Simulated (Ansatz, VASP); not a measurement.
# One calculation of MgSiN, two programs

```
Mg Si N
1.0
     0.00000    3.06705    0.00000
     0.00000    0.00000    3.82479
     6.13377    0.00000    0.00000
Mg Si N
2 2 2
Direct
  0.00000 0.00000 0.50000
  0.00000 0.00000 0.00000
  0.50000 0.50000 0.25000
  0.50000 0.50000 0.75000
  0.50000 0.00000 0.25000
  0.50000 0.00000 0.75000
```

Alike in both runs: task single point; functional PBE; k mesh 8 × 6 × 4; occupations gaussian, width 0.2 eV; no spin polarisation.

|  | VASP | Ansatz |
| --- | --- | --- |
| version | VASP 6.6.1 | Ansatz 0.2.0 |
| potentials or method | VASP PAW PBE potentials, release 64 (Mg, Si, N) | scalar-relativistic, plane waves, PAW |
| plane-wave cutoff (eV) | 520 | 420 |
| valence electrons in the cell | 22 | 38 |

```csv
,VASP,Ansatz,Ansatz less VASP
gap on the k mesh at the Fermi level (eV),none,none,-
pressure (GPa),-0.2,0.1,+0.30
largest component of the traceless stress (GPa),0.10,0.11,+0.016
```

A gap of «none» marks a metal or a gap that the smearing closes. With one functional, cell and mesh, what is left measures potentials, basis and numerics. The two sets of potentials don't hold the same shells in valence.
